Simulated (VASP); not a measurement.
**Ce under changes of volume**

One of the cells (29.942 Å³/atom); the others are scaled copies at fixed shape and fractional positions:

```xyz
1
Lattice="-1.9562 1.9562 1.9562 1.9562 -1.9562 1.9562 1.9562 1.9562 -1.9562" Properties=species:S:1:pos:R:3 pbc="T T T"
Ce    0.0000    0.0000    0.0000
```

This isn't the form of Ce at room conditions, which is fcc.

| Item | Value |
| --- | --- |
| Program | VASP 6.6.1 |
| Functional | PBE |
| Potentials or basis | VASP PAW PBE potentials, release 64 (Ce) |
| Cutoff | 520 eV |
| k mesh | 10 × 10 × 10 |
| Occupations | fermi-dirac, width 0.05 eV |
| Spin | collinear spin, ferromagnetic start |
| Starting moments | [1.0] μB |

| volume (Å³/atom) | energy over the lowest point (meV/atom) | pressure (GPa) | moment (μB per cell) |
| --- | --- | --- | --- |
| 27.593 | 0.00 | -0.6 | 0.00 |
| 28.181 | 3.72 | -0.9 | 0.37 |
| 28.768 | 8.22 | -0.8 | 0.74 |
| 29.942 | ? | ? | ? |
| 30.529 | 15.98 | -1.1 | 1.31 |
| 31.116 | 19.24 | -1.4 | 1.39 |

Problem. What does the run at 29.942 Å³/atom give?

Solution. Energy over the lowest point 13.61 meV/atom; pressure -0.9 GPa; moment 1.18 μB per cell.

Worked out: A Birch-Murnaghan fit of order 3 (a polynomial in V^(-2/3)) to the other rows has no minimum within the range. It gives 13.46 meV/atom at 29.942 Å³/atom, against the run's 13.61, and -dE/dV = -0.7 GPa, against -0.9. A parabola through the other rows of the moment, of slope 0.283 μB per Å³/atom there, gives 1.19 μB, against the run's 1.18.

Energies are extrapolated to zero smearing.

Caveats: the magnetic or orbital state may not be the lowest.
